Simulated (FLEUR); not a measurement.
## Tm under changes of volume

One of the cells (30.607 Å³/atom); the others are scaled copies at fixed shape and fractional positions:

```
Tm
1.0
    -1.97055    1.97055    1.97055
     1.97055   -1.97055    1.97055
     1.97055    1.97055   -1.97055
Tm
1
Direct
  0.00000 0.00000 0.00000
```

This isn't the form of Tm at room conditions, which is hcp.

```yaml
Program: FLEUR MaX-R8.1 (later development tree)
Functional: PBE
Potentials_or_basis: all-electron
Basis: FLAPW
Kmax: 3.8 1/bohr
k_mesh: 10 × 10 × 10
Occupations: fermi-dirac, width 0.05 eV
Spin: collinear spin, ferromagnetic start
Starting_moments: "[2.0] μB"
```

| volume (Å³/atom) | energy over the lowest point (meV/atom) | moment (μB per cell) |
| --- | --- | --- |
| 28.771 | ? | ? |
| 29.383 | 45.21 | 1.12 |
| 29.995 | 31.79 | 1.12 |
| 30.607 | 20.65 | 1.11 |
| 31.219 | 11.63 | 1.10 |
| 31.831 | 4.84 | 1.10 |
| 32.444 | 0.00 | 1.09 |

Problem. What does the run at 28.771 Å³/atom give?

Solution. Energy over the lowest point 61.44 meV/atom; moment 1.13 μB per cell.

Worked out: A Birch-Murnaghan fit of order 3 (a polynomial in V^(-2/3)) to the other rows has no minimum within the range. It gives 60.94 meV/atom at 28.771 Å³/atom, against the run's 61.44. A straight line through the other rows of the moment, of slope -0.0103 μB per Å³/atom, extrapolates to 1.13 μB, against the run's 1.13.

Energies are extrapolated to zero smearing.

Caveats: the magnetic or orbital state may not be the lowest.
